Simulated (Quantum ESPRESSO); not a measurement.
Runs of Quantum ESPRESSO 7.5 on C. The structure is hexagonal, space group P6_3/mmc (No. 194). Conventional cell: a = 2.522 Å, b = 2.522 Å, c = 12.356 Å, α = 90.00°, β = 90.00°, γ = 120.00°. C (site symmetry 3m) is surrounded by 4 C at 1.54 Å. C (site symmetry 3m) is surrounded by 4 C at 1.54 Å. C (site symmetry 3m) is surrounded by 4 C at 1.54 Å. This is a hexagonal form of diamond, not graphite.

```csv
task,level,potentials or basis,form of the LDA correlation,gap on the mesh (eV),pressure (GPa),V0 of scaled cells (Å³/atom),B0 (GPa),largest force (eV/Å)
equation of state,LDA,GBRV 1.5 LDA,PZ81,-,-,5.52,(b),-
band structure,PBEsol,GBRV 1.5 PBEsol,-,4.27,(c),-,-,0.34
band structure,LDA,GBRV 1.5 LDA,PZ81,(a),-12.6,-,-,0.34
equation of state,PBEsol,GBRV 1.5 PBEsol,-,-,-,5.62,449,-
```

Alike in all rows: no spin polarisation; cell as given; k mesh 12 × 12 × 3; cutoff (eV) 612; smearing fermi-dirac 0.05 eV.

Task: Estimate the missing entries.

Result: (a) 4.36; (b) 464; (c) -4.4.

Caveats: the cell was scaled at fixed shape and fractional positions, which overstates the stiffness of a crystal with free parameters, most of all of layers and chains (some runs); some levels on the path didn't converge (some runs).

Runs at the PBE level aren't shown here.
